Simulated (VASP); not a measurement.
# Tm (Im-3m) in VASP: a series of runs

One crystal, Tm, is run at these levels: PBE, PBEsol; tasks: single point.

All numbers are computed with VASP 6.6.1; they aren't measurements. Logs are shortened: lines on timing, memory, paths and dates and some standing lists are left out, and cuts for length are marked.

### 1 The crystal as given

It takes space group Im-3m (No. 229, cubic). Conventional cell: a = 3.941 Å, b = 3.941 Å, c = 3.941 Å, α = 90.00°, β = 90.00°, γ = 90.00°. Around Tm (site symmetry m-3m) lie 8 Tm at 3.41 Å.

This isn't the form of Tm at room conditions, which is hcp.

### 2 Single point, PBE, collinear spin, ferromagnetic start

Contents of run.py:

```python
from ase.calculators.vasp import Vasp
from ase.dft.bandgap import bandgap
from ase.spacegroup import crystal

atoms = crystal(
    ['Tm'],
    basis=[[0.0, 0.0, 0.0]],
    spacegroup=229,
    setting=1,
    cellpar=[3.94109989, 3.94109989, 3.94109989, 90.0, 90.0, 90.0],
    primitive_cell=True,
)
atoms.set_initial_magnetic_moments([2.0])
calc = Vasp(
    directory='calc',
    xc='pbe',
    pp='PBE',
    setups='materialsproject',
    prec='Accurate',
    encut=520,
    ediff=1e-07,
    ismear=0,
    sigma=0.02,
    lreal=False,
    lasph=True,
    nelm=100,
    algo='Normal',
    isif=2,
    lwave=False,
    lcharg=False,
    ispin=2,
    lorbit=11,
    lmaxmix=6,
    kpts=[10, 10, 10],
    gamma=True,
    nbands=14,
)
atoms.calc = calc

print('energy (eV):', atoms.get_potential_energy())
print('free energy (eV):', atoms.get_potential_energy(force_consistent=True))
print('forces (eV/A):')
print(atoms.get_forces())
print('stress (eV/A^3, Voigt):', atoms.get_stress())
print('Fermi level (eV):', calc.get_fermi_level())
print('moment (muB):', atoms.get_magnetic_moment())
print('site moments (muB):', atoms.get_magnetic_moments())
gap, top, bottom = bandgap(calc)
print('band gap (eV):', gap, 'from (spin, k, band)', top, 'to', bottom)
```

Potentials or basis: VASP PAW PBE potentials, release 64 (Tm_3), 4f in core.

The run is started by

```bash
$ python run.py
```

Output:

```text
energy (eV): -4.33042995
free energy (eV): -4.330699
forces (eV/A):
[[-0.  0. -0.]]
stress (eV/A^3, Voigt): [6.35971769e-05 6.35971769e-05 6.35971769e-05 0.00000000e+00
 0.00000000e+00 0.00000000e+00]
Fermi level (eV): 2.97478082
moment (muB): 0.4045616
site moments (muB): [0.325]
band gap (eV): 0.0 from (spin, k, band) (None, None, None) to (None, None, None)
```

OUTCAR:

```text
ENCUT = 520.000000
   EDIFF = 1.00e-07
   GGA = PE
   PREC = Accurate
   ISIF = 2
   ISMEAR = 0
   ISPIN = 2
   LORBIT = 11
   NELM = 100
   LASPH = .TRUE.
   LREAL = .FALSE.

 ion  position               nearest neighbor table
   1  0.000  0.000  0.000-

  LATTYP: Found a body centered cubic cell.
 ALAT       =     3.9410998900

  Lattice vectors:

 A1 = (  -1.9705499450,   1.9705499450,   1.9705499450)
 A2 = (   1.9705499450,  -1.9705499450,   1.9705499450)
 A3 = (   1.9705499450,   1.9705499450,  -1.9705499450)

Analysis of symmetry for initial positions (statically):
=====================================================================
 Subroutine PRICEL returns:
 Original cell was already a primitive cell.

 Routine SETGRP: Setting up the symmetry group for a
 body centered cubic supercell.

 Subroutine GETGRP returns: Found 48 space group operations
 (whereof 48 operations were pure point group operations)
 out of a pool of 48 trial point group operations.

The static configuration has the point symmetry O_h .

Analysis of symmetry for dynamics (positions and initial velocities):
=====================================================================
 Subroutine PRICEL returns:
 Original cell was already a primitive cell.

 Routine SETGRP: Setting up the symmetry group for a
 body centered cubic supercell.

 Subroutine GETGRP returns: Found 48 space group operations
 (whereof 48 operations were pure point group operations)
 out of a pool of 48 trial point group operations.

The dynamic configuration has the point symmetry O_h .

Analysis of structural, dynamic, and magnetic symmetry:
=====================================================================
 Subroutine PRICEL returns:
 Original cell was already a primitive cell.
[... 875 lines left out ...]
      3     -22.2966      1.00000
      4      -2.6233      1.00000
      5       5.0692      0.00000
      6       5.0692      0.00000
      7       5.0692      0.00000
      8       7.1868      0.00000
      9       7.1868      0.00000
     10      14.2427      0.00000
     11      14.2427      0.00000
     12      14.2427      0.00000
     13      21.8534      0.00000
     14      21.8534      0.00000
[... 649 lines left out ...]
      1     -22.6771      1.00000
      2     -22.6771      1.00000
      3     -22.4602      1.00000
      4       2.3517      1.00000
      5       2.3517      1.00000
      6       3.7504      0.00000
      7       7.3841      0.00000
      8       7.3841      0.00000
      9      10.0097      0.00000
     10      11.6495      0.00000
     11      11.6495      0.00000
     12      17.6951      0.00000
     13      18.3170      0.00000
     14      18.3170      0.00000

 [... further k-points ...]

------------------------ aborting loop because EDIFF is reached ----------------------------------------

 total charge

# of ion       s       p       d       tot
------------------------------------------
    1        0.532   6.576   1.024   8.133

 magnetization (x)

# of ion       s       p       d       tot
------------------------------------------
    1        0.002   0.128   0.195   0.325

  FORCE on cell =-STRESS in cart. coord.  units (eV):
  Direction    XX          YY          ZZ          XY          YZ          ZX
  --------------------------------------------------------------------------------------
  -------------------------------------------------------------------------------------
  Total       -0.0019465     -0.0019465     -0.0019465     -0.0000000     -0.0000000     -0.0000000
  in kB       -0.1018939     -0.1018939     -0.1018939     -0.0000000     -0.0000000     -0.0000000
  external PRESSURE =      -0.1018939 kB  Pullay stress =       0.0000000 kB

 VOLUME and BASIS-vectors are now :
 -----------------------------------------------------------------------------
  energy-cutoff  :      520.00
  volume of cell :       30.61
      direct lattice vectors                 reciprocal lattice vectors
    -1.970549945  1.970549945  1.970549945     0.000000000  0.253736274  0.253736274
     1.970549945 -1.970549945  1.970549945     0.253736274  0.000000000  0.253736274
     1.970549945  1.970549945 -1.970549945     0.253736274  0.253736274  0.000000000

 POSITION                                       TOTAL-FORCE (eV/Angst)
 -----------------------------------------------------------------------------------
      0.00000      0.00000      0.00000        -0.000000      0.000000     -0.000000
 -----------------------------------------------------------------------------------
    total drift:                               -0.000000      0.000000      0.000000

  FREE ENERGIE OF THE ION-ELECTRON SYSTEM (eV)
  ---------------------------------------------------
  free  energy   TOTEN  =        -4.3306989982 eV

  energy  without entropy=       -4.3301609070  energy(sigma->0) =       -4.33042995

 total charge

# of ion       s       p       d       tot
------------------------------------------
    1        0.532   6.576   1.024   8.133

 magnetization (x)

# of ion       s       p       d       tot
------------------------------------------
    1        0.002   0.128   0.195   0.325
```

INCAR:

```text
ENCUT = 520.000000
SIGMA = 0.020000
EDIFF = 1.00e-07
ALGO = Normal
GGA = PE
PREC = Accurate
ISIF = 2
ISMEAR = 0
ISPIN = 2
LMAXMIX = 6
LORBIT = 11
NBANDS = 14
NELM = 100
LASPH = .TRUE.
LCHARG = .FALSE.
LWAVE = .FALSE.
LREAL = .FALSE.
MAGMOM = 1*2.0000
```

Wall time 27 s (1 thread of AMD EPYC 9R45 (Zen 5), shared host); peak memory 0.16 GiB.

What came out:

```
Free energy                                           : -4.3307 eV
Pressure                                              : 0.0 GPa
Band gap on the k mesh                                : none (metal or under the smearing width)
Net moment                                            : 0.40 μB per cell
Site moments                                          : Tm +0.33 μB
Valence electrons inside the program's atomic spheres : Tm 8.13
```

Caveat: the magnetic or orbital state may not be the lowest; spin-orbit coupling is left out, which moves the levels of the heavy elements; the 4f electrons are frozen in the core as for a trivalent ion, so they carry no moment and show no levels. The state reached can hang on the start; a lower one may exist.

### 3 Single point, PBEsol, collinear spin, ferromagnetic start

Contents of INCAR:

```
SYSTEM = Tm
ALGO = Fast ; EDIFF = 1E-6
ENCUT = 600 ; GGA = PS
ISIF = 2 ; ISMEAR = 0
ISPIN = 2 ; LASPH = .True.
LCHARG = .False. ; LMAXMIX = 6
LORBIT = 11 ; LREAL = .False.
LWAVE = .False. ; MAGMOM = 2
NBANDS = 14 ; NELM = 150
PREC = Accurate ; SIGMA = 0.02
```

Contents of KPOINTS:

```
k-points
0
Gamma
  10 10 10
  0 0 0
```

Contents of POSCAR:

```
Tm
1.0
   -1.9705499473      1.9705499473      1.9705499473
    1.9705499473     -1.9705499473      1.9705499473
    1.9705499473      1.9705499473     -1.9705499473
Tm
1
Direct
    0.0000000000      0.0000000000      0.0000000000
```

Potentials or basis: VASP PAW PBE potentials, release 64 (Tm_3), 4f in core.

The run is started by

```bash
$ cat potpaw_PBE.64/Tm_3/POTCAR > POTCAR
$ mpirun -np 1 vasp_std > vasp.out
```

Run time: 41 s. Hardware: 1 thread of Intel Xeon Platinum 8488C (Sapphire Rapids), shared host; peak memory 0.19 GiB.

Results (log left out):

```yaml
Free_energy: -4.7327 eV
Pressure: -2.4 GPa
Band_gap_on_the_k_mesh: none (metal or under the smearing width)
Net_moment: 0.40 μB per cell
Site_moments: Tm +0.33 μB
Valence_electrons_inside_the_program's_atomic_spheres: Tm 8.15
```

Levels at points of the mesh, in eV from the Fermi level:
Spin up:
| k point | band 3 | band 4 | band 5 | band 6 | band 7 | band 8 |
| --- | --- | --- | --- | --- | --- | --- |
| (0.00, 0.00, 0.00) | -25.31 | -5.95 | 1.81 | 1.81 | 1.81 | 4.07 |
| (0.50, 0.00, 0.00) | -25.32 | -2.58 | 0.11 | 0.54 | 3.86 | 4.79 |
| (0.50, 0.50, 0.50) | -25.70 | -1.67 | -1.67 | 5.58 | 5.58 | 5.58 |
Spin down:
| k point | band 1 | band 2 | band 3 | band 4 | band 5 | band 6 | band 7 | band 8 |
| --- | --- | --- | --- | --- | --- | --- | --- | --- |
| (0.00, 0.00, 0.00) | -25.22 | -25.22 | -25.22 | -5.61 | 2.07 | 2.07 | 2.07 | 4.23 |
| (0.50, 0.00, 0.00) | -25.75 | -25.40 | -25.22 | -2.27 | 0.40 | 0.88 | 4.05 | 4.95 |
| (0.50, 0.50, 0.50) | -25.59 | -25.59 | -25.59 | -1.41 | -1.41 | 5.95 | 5.95 | 5.95 |

Caveat: the magnetic or orbital state may not be the lowest; the PAW data sets were made with another functional, which shifts forces and pressure a little; spin-orbit coupling is left out, which moves the levels of the heavy elements; the 4f electrons are frozen in the core as for a trivalent ion, so they carry no moment and show no levels.

### 4 Single point, PBEsol, collinear spin, ferromagnetic start

Contents of run.py:

```python
from ase import Atoms
from ase.calculators.vasp import Vasp
from ase.dft.bandgap import bandgap

atoms = Atoms(
    ['Tm'],
    cell=[[-1.9705499473, 1.9705499473, 1.9705499473], [1.9705499473, -1.9705499473, 1.9705499473], [1.9705499473, 1.9705499473, -1.9705499473]],
    scaled_positions=[[0.0, 0.0, 0.0]],
    pbc=True,
)
atoms.set_initial_magnetic_moments([2.0])
calc = Vasp(
    directory='calc',
    xc='pbesol',
    pp='PBE',
    setups={'base': 'minimal', 'Tm': '_3'},
    prec='Accurate',
    encut=600,
    ediff=1e-07,
    ismear=0,
    sigma=0.02,
    lreal=False,
    lasph=True,
    nelm=150,
    algo='Normal',
    isif=2,
    lwave=False,
    lcharg=True,
    ispin=2,
    lorbit=11,
    lmaxmix=6,
    lelf=True,
    lvhar=True,
    kpts=[10, 10, 10],
    gamma=True,
)
atoms.calc = calc

print('energy (eV):', atoms.get_potential_energy())
print('free energy (eV):', atoms.get_potential_energy(force_consistent=True))
print('forces (eV/A):')
print(atoms.get_forces())
print('stress (eV/A^3, Voigt):', atoms.get_stress())
print('Fermi level (eV):', calc.get_fermi_level())
print('moment (muB):', atoms.get_magnetic_moment())
print('site moments (muB):', atoms.get_magnetic_moments())
gap, top, bottom = bandgap(calc)
print('band gap (eV):', gap, 'from (spin, k, band)', top, 'to', bottom)
```

The run is started by

```bash
$ python run.py
```

Run time: 37 s. Hardware: 1 thread of Intel Xeon Platinum 8488C (Sapphire Rapids), shared host; peak memory 0.19 GiB.

Results (log left out):

```
Free energy                                           : -4.7327 eV
Pressure                                              : -2.4 GPa
Band gap on the k mesh                                : none (metal or under the smearing width)
Net moment                                            : 0.40 μB per cell
Site moments                                          : Tm +0.33 μB
Valence electrons inside the program's atomic spheres : Tm 8.15
```

Levels at points of the mesh, in eV from the Fermi level:
Spin up:
```
           k point  band 1  band 2  band 3  band 4  band 5  band 6  band 7  band 8  band 9
(0.00, 0.00, 0.00)  -25.32  -25.32  -25.32   -5.95    1.81    1.81    1.81    4.07    4.07
(0.50, 0.00, 0.00)  -25.85  -25.49  -25.32   -2.58    0.11    0.54    3.86    4.79    6.80
(0.50, 0.50, 0.50)  -25.70  -25.70  -25.70   -1.67   -1.67    5.58    5.58    5.58    6.12
```
Spin down:
```csv
k point,band 2,band 3,band 4,band 5,band 6,band 7
"(0.00, 0.00, 0.00)",-25.22,-25.22,-5.61,2.07,2.07,2.07
"(0.50, 0.00, 0.00)",-25.40,-25.22,-2.27,0.40,0.89,4.05
"(0.50, 0.50, 0.50)",-25.59,-25.59,-1.41,-1.41,5.95,5.95
```

Caveat: the magnetic or orbital state may not be the lowest; the PAW data sets were made with another functional, which shifts forces and pressure a little; spin-orbit coupling is left out, which moves the levels of the heavy elements; the 4f electrons are frozen in the core as for a trivalent ion, so they carry no moment and show no levels. The state reached can hang on the start; a lower one may exist.

### 5 Single point, PBE, collinear spin, ferromagnetic start

Contents of INCAR:

```
SYSTEM = Tm
PREC = Accurate ; ENCUT = 900
EDIFF = 1E-8 ; ISMEAR = -1
SIGMA = 0.05 ; LREAL = .FALSE.
LASPH = .TRUE. ; NELM = 100
ALGO = Normal ; ISIF = 2
LWAVE = .FALSE. ; LCHARG = .FALSE.
ISPIN = 2 ; MAGMOM = 2
LORBIT = 11 ; LMAXMIX = 6
GGA = PE ; NBANDS = 22
ADDGRID = .FALSE.
```

Contents of KPOINTS:

```
regular mesh
0
G
  17 17 17
  0 0 0
```

POSCAR is that of step 3.

Potentials or basis: VASP PAW PBE potentials, release 64 (Tm).

The run is started by

```bash
$ cat potpaw_PBE.64/Tm/POTCAR > POTCAR
$ mpirun -np 1 vasp_std > vasp.out
```

Run time: 8.5 min. Hardware: 1 thread of AMD EPYC 9R45 (Zen 5), shared host; peak memory 0.52 GiB.

The run converged. Its results:

| Quantity | Value |
| --- | --- |
| Free energy | -4.0508 eV |
| Pressure | 2.9 GPa |
| Band gap on the k mesh | none (metal or under the smearing width) |
| Net moment | 1.14 μB per cell |
| Site moments | Tm +1.23 μB |
| Valence electrons inside the program's atomic spheres | Tm 21.07 |

Levels at points of the mesh, in eV from the Fermi level:
Spin up:
| k point | band 9 | band 10 | band 11 | band 12 | band 13 | band 14 | band 15 | band 16 |
| --- | --- | --- | --- | --- | --- | --- | --- | --- |
| (0.00, 0.00, 0.00) | -1.03 | -1.02 | -1.02 | -1.02 | 2.88 | 2.88 | 2.88 | 5.13 |
Spin down:
```tsv
k point	band 9	band 10	band 11	band 12	band 13	band 14
(0.00, 0.00, 0.00)	-0.33	-0.13	-0.13	-0.13	2.93	2.93
```

Caveat: the magnetic or orbital state may not be the lowest; spin-orbit coupling is left out, which moves the levels of the heavy elements.

[end of part 1 of 2]
